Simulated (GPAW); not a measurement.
# CdTe (F-43m) in GPAW: single point with PBE

Aim: the single point of CdTe with PBE.

All numbers are computed with GPAW 26.7.0; they aren't measurements. Logs are shortened: lines on timing, memory, paths and dates and some standing lists are left out, and cuts for length are marked. The log counts tension as positive stress, the text compression.

**Experimental background.**

A printed reference work, data compilation reports, for a bulk crystal of CdTe at 0 K: band gap 1.607 eV.

How close the calculation comes is told below.

## Step 1: The crystal as given

It takes space group F-43m (No. 216, cubic). The conventional cell has a = 6.410 Å, b = 6.410 Å, c = 6.410 Å, α = 90.00°, β = 90.00°, γ = 90.00°. Te (site symmetry -43m) has 4 Cd at 2.78 Å as nearest neighbours. Cd (site symmetry -43m) is surrounded by 4 Te at 2.78 Å.

## Step 2: Single point, PBE

run.py

```python
from ase.dft.bandgap import bandgap
from ase.io import read, write
from ase.units import GPa
from gpaw import GPAW, PW

atoms = read('CdTe.xyz')

calc = GPAW(mode=PW(450),
            xc='PBE',
            kpts={'size': (6, 6, 6), 'gamma': True},
            occupations={'name': 'fermi-dirac', 'width': 0.05},
            nbands=18,
            maxiter=120,
            txt='gpaw.txt')
atoms.calc = calc
energy = atoms.get_potential_energy()
forces = atoms.get_forces()
stress = atoms.get_stress()
calc.write('gs.gpw')
write('result.traj', atoms)
print(f'Energy: {energy:.6f} eV')
print('Forces (eV/A):')
print(forces.round(4))
print('Stress (GPa):', (stress / GPa).round(3))
print('Fermi level:', round(calc.get_fermi_level(), 4), 'eV')
print(f'Gap: {bandgap(calc)[0]:.4f} eV, direct: {bandgap(calc, direct=True)[0]:.4f} eV')
```

CdTe.xyz

```xyz
2
Lattice="0.0000000000 3.2050000000 3.2050000000 3.2050000000 0.0000000000 3.2050000000 3.2050000000 3.2050000000 0.0000000000" Properties=species:S:1:pos:R:3 pbc="T T T"
Te     4.8075000000      4.8075000000      4.8075000000
Cd     0.0000000000      0.0000000000      0.0000000000
```

Potentials or basis: GPAW PAW data sets (gpaw-data 1.2.1), pw.

The run is started by

```bash
OMP_NUM_THREADS=1 python run.py
```

gpaw.txt:

```text
__  _  _
 | _ |_)|_||  |
 |__||  | ||/\| - 26.7.0

Input parameters:
  mode=PW(ecut=450.00000000000006),
  kpts=MonkhorstPack(size=(6, 6, 6), gamma=True),
  maxiter=120,
  nbands=18,
  occupations=Occupations(name='fermi-dirac', width=0.05),
  xc=XC(name='PBE')

Diagonalizing LCAO Hamiltonian
Converting LCAO to pw mode

                      Te

       Cd

Atoms  # Å, Bohr magnetons
|   | symbol |        x |        y |        z |    initial magnetic moments |
|---|--------|----------|----------|----------|-----------------------------|
| 0 |     Te | 4.807500 | 4.807500 | 4.807500 | ( 0.0000,  0.0000,  0.0000) |
| 1 |     Cd | 0.000000 | 0.000000 | 0.000000 | ( 0.0000,  0.0000,  0.0000) |

Unit cell  # Å
| periodic |        x |        y |        z |  lengths |    angles |
|----------|----------|----------|----------|----------|-----------|
|      yes | 0.000000 | 3.205000 | 3.205000 | 4.532554 | 60.000000 |
|      yes | 3.205000 | 0.000000 | 3.205000 | 4.532554 | 60.000000 |
|      yes | 3.205000 | 3.205000 | 0.000000 | 4.532554 | 60.000000 |

Number of symmetries: 24
Symmetry operations  # r_c * U_cc + t_c -> r_c
|    | kind |            matrix            |
|----|------|------------------------------|
|  0 |  E   |  1, 0, 0,  0, 1, 0,  0, 0, 1 |
|  1 |  σ   |  1, 0, 0,  0, 0, 1,  0, 1, 0 |
|  2 |  σ   |  1, 0,-1,  0, 1,-1,  0, 0,-1 |
|  3 |  C3  |  1, 0,-1,  0, 0,-1,  0, 1,-1 |
|  4 |  C3  |  1,-1, 0,  0,-1, 1,  0,-1, 0 |
|  5 |  σ   |  1,-1, 0,  0,-1, 0,  0,-1, 1 |
|  6 |  σ   |  0, 1, 0,  1, 0, 0,  0, 0, 1 |
|  7 |  C3  |  0, 1, 0,  0, 0, 1,  1, 0, 0 |
|  8 |  C2  |  0, 1,-1,  1, 0,-1,  0, 0,-1 |
|  9 |  S4  |  0, 1,-1,  0, 0,-1,  1, 0,-1 |
| 10 |  C3  |  0, 0, 1,  1, 0, 0,  0, 1, 0 |
| 11 |  σ   |  0, 0, 1,  0, 1, 0,  1, 0, 0 |
| 12 |  S4  |  0, 0,-1,  1, 0,-1,  0, 1,-1 |
| 13 |  C3  |  0, 0,-1,  0, 1,-1,  1, 0,-1 |
| 14 |  S4  |  0,-1, 1,  1,-1, 0,  0,-1, 0 |
| 15 |  C2  |  0,-1, 1,  0,-1, 0,  1,-1, 0 |
| 16 |  C3  |  0,-1, 0,  1,-1, 0,  0,-1, 1 |
| 17 |  S4  |  0,-1, 0,  0,-1, 1,  1,-1, 0 |
| 18 |  S4  | -1, 1, 0, -1, 0, 1, -1, 0, 0 |
| 19 |  C3  | -1, 1, 0, -1, 0, 0, -1, 0, 1 |
| 20 |  C3  | -1, 0, 1, -1, 1, 0, -1, 0, 0 |
| 21 |  S4  | -1, 0, 1, -1, 0, 0, -1, 1, 0 |
| 22 |  σ   | -1, 0, 0, -1, 1, 0, -1, 0, 1 |
| 23 |  C2  | -1, 0, 0, -1, 0, 1, -1, 1, 0 |

BZ-sampling:
  Number of BZ points: 216
  Number of IBZ points: 16

  Monkhorst-Pack size: [6, 6, 6]
  Monkhorst-Pack shift: [0.08333333333333333, 0.08333333333333333, 0.08333333333333333]

K-points  # in reciprocal-cell coordinates
|     |                                coordinates |     weight |
|-----|--------------------------------------------|------------|
|   0 | (  0.00000000,   0.00000000,   0.00000000) | 0.00462963 |
|   1 | (  0.16666667,   0.16666667,   0.00000000) | 0.02777778 |
|   2 | (  0.16666667,   0.16666667,   0.16666667) | 0.03703704 |
|   3 | (  0.33333333,   0.16666667,   0.16666667) | 0.05555556 |
|   4 | (  0.33333333,   0.33333333,  -0.33333333) | 0.05555556 |
|   5 | (  0.33333333,   0.33333333,   0.00000000) | 0.02777778 |
|   6 | (  0.33333333,   0.33333333,   0.16666667) | 0.11111111 |
|   7 | (  0.33333333,   0.33333333,   0.33333333) | 0.03703704 |
|   8 | (  0.50000000,   0.33333333,  -0.33333333) | 0.11111111 |
|   9 | (  0.50000000,   0.33333333,  -0.16666667) | 0.05555556 |
| ... |                                            |            |
|  15 | (  0.50000000,   0.50000000,   0.50000000) | 0.01851852 |

Plane wave coefficients: 1458
Cutoff: 450.00000000000006 eV

Spin-components: 1 (collinear spins)
Bands:           18
Projectors:      11
Spin-degeneracy: 2
Datatype:        complex128

Parallelization:
  kpt:    1
  domain: 1
  band:   1

Density:
  Valence electrons: 18.0
  Components: 1
  Grid points: [24 24 24]
  Charge: 0.0  # |e|

Potential:
  Grid points: [24 24 24]

species:
  Te:
    name:    Tellurium
    Z:       52.0
    valence: 6
    core:    46
    charge:  0.0  # [|e|]
    compensation charges:
      type: gauss
      rc: 0.36  # [Å]
      lmax: 2
    cutoffs:
      filter: 2.09  # [Å]
      core: 3.17  # [Å]
    projectors
    | kind |    occ | energy [eV] | rcut [Å] |
    |------|--------|-------------|----------|
    |   5s |  2.000 |     -15.089 |    1.180 |
    |   5p |  4.000 |      -5.955 |    1.196 |
    |    s |        |      12.123 |    1.180 |
    |    p |        |      21.256 |    1.196 |
    |    d |        |       0.000 |    1.238 |

    Using partial waves for Te as LCAO basis

  Cd:
    name:    Cadmium
    Z:       48.0
    valence: 12
    core:    36
    charge:  0.0  # [|e|]
    compensation charges:
      type: gauss
      rc: 0.38  # [Å]
      lmax: 2
    cutoffs:
      filter: 2.12  # [Å]
      core: 2.62  # [Å]
    projectors
    | kind |    occ | energy [eV] | rcut [Å] |
    |------|--------|-------------|----------|
    |   5s |  2.000 |      -5.655 |    1.191 |
    |   5p |  0.000 |      -1.186 |    1.228 |
    |   4d | 10.000 |     -11.739 |    1.164 |
    |    s |        |      21.556 |    1.191 |
    |    p |        |      26.026 |    1.228 |
    |    d |        |      15.473 |    1.164 |

    Using partial waves for Cd as LCAO basis

Reference energy: -336963.801770  # eV

eigensolver:
  PPCG
  Converge bands: occupied
  niter=2

density mixing:
  MSR1-Mixer
  Pratt-step length: 0.05
  Maximum mixing coefficient: 0.75
  Old densities: 10
  SVD Regularization: 0.005
  Good broyden scale: 1.0
  Trust region scale: 1.0
  Backstep threshold: 4.0
  History deletion threshold: 6.0
  Fourier metric: weight=20.0, sigma=0.015

occupation numbers:
  Fermi-Dirac:
    width: 0.0500  # eV

poisson solver:
  ecut: 3600.0000000000005  # eV

xc functional:
  name: PBE with 2 nearest neighbor stencil

convergence criteria:
- Maximum [total energy] change in last 3 cyles: 0.0005 eV / valence electron
- Maximum integral of absolute [dens]ity change: 0.0001 electrons / valence electron
- Maximum integral of absolute [eigenst]ate change: 4e-08 eV^2 / valence electron
maximum number of iterations: 120

SCF iterations
|iter     | |      energy | eigst |  dens |
|---------|-|-------------|-------|-------|
|iter:   1| |   -5.186472 | -0.44 |       |
|iter:   2| |   -5.142220 | -2.39 | -1.25 |
|iter:   3| |   -4.971438 | -1.78 | -1.30 |
|iter:   4| |   -4.970334 | -3.36 | -1.79 |
|iter:   5| |   -4.969964c| -3.85 | -2.24 |
|iter:   6| |   -4.970002c| -5.50 | -2.95 |
|iter:   7| |   -4.970006c| -6.70 | -3.56 |
|iter:   8| |   -4.970006c| -7.90c| -4.47c|

Converged in 8 steps
Energy contributions relative to reference atoms: (reference = -336963.801770)

Energy contributions:
  Kinetic:          22.406933
  Coulomb:         -20.253665
  Zero:              0.295174
  External:          0.000000
  Xc:               -7.418447
  Entropy:          -0.000003
  Spinorbit:         0.000000
  ----------------------------
  Free energy:      -4.970007
  Extrapolated:     -4.970006

dipole moment: (-16.506145, -16.506145, -16.506145)  # |e|*Ang

Fermi level: 4.554
Eigenvalues  # (at kpt = [0.000, 0.000, 0.000])
| band index |      eig [eV] | occ [0-2] |
|------------|---------------|-----------|
|          0 |        -7.266 |     2.000 |
|          1 |        -4.270 |     2.000 |
|          2 |        -4.270 |     2.000 |
|          3 |        -4.270 |     2.000 |
|          4 |        -3.982 |     2.000 |
|          5 |        -3.982 |     2.000 |
[... 10 lines left out ...]
|         16 |        14.189 |     0.000 |
|         17 |        14.189 |     0.000 |

Gap: 0.868 eV
Transition (v -> c):
  (s=0, k=0, n=8, [0.00, 0.00, 0.00]) -> (s=0, k=0, n=9, [0.00, 0.00, 0.00])
No difference between direct/indirect transitions

Forces  # eV/Ang
|       x |       y |        z |
|---------|---------|----------|
| 0.00000 | 0.00000 | -0.00000 |  # Te   0
| 0.00000 | 0.00000 |  0.00000 |  # Cd   1

Stress tensor  # eV/Ang^3
|         x |         y |         z |
|-----------|-----------|-----------|
| -0.019871 |  0.000000 |  0.000000 |
|  0.000000 | -0.019871 |  0.000000 |
|  0.000000 |  0.000000 | -0.019871 |

# Writing to gs.gpw (mode='')
```

Run time: 9.8 s. Hardware: 1 thread of Arm Neoverse V1, shared host; peak memory 0.15 GiB.

Results:

| Item | Value |
| --- | --- |
| Free energy | -4.9700 eV |
| Pressure | 3.2 GPa |
| Band gap on the k mesh | 0.87 eV, direct |

Levels at points of the mesh, in eV from the valence-band top:
| k point | band 6 | band 7 | band 8 | band 9 | band 10 | band 11 | band 12 | band 13 |
| --- | --- | --- | --- | --- | --- | --- | --- | --- |
| (0.00, 0.00, 0.00) | -8.07 | 0.00 | 0.00 | 0.00 | 0.87 | 4.57 | 4.57 | 4.57 |
| (0.50, 0.50, 0.00) | -7.54 | -4.47 | -1.99 | -1.99 | 2.54 | 2.67 | 9.00 | 9.30 |
| (0.50, 0.50, 0.50) | -7.69 | -4.62 | -0.83 | -0.83 | 1.85 | 5.18 | 5.18 | 7.09 |

Caveat: the cutoff is short for stress and forces, so pressures can be off by a GPa or more; spin-orbit coupling is left out, which moves the levels of the heavy elements.

## Step 3: Against experiment

Step 2. A measured gap of CdTe is 1.607 eV (0 K; a printed reference work, data compilation); the calculated 0.87 eV misses it by -0.74 eV. Spin-orbit coupling on Cd, Te is left out. The value is that of PBE, without temperature or zero-point motion. Semilocal functionals fall short of measured gaps as a rule.
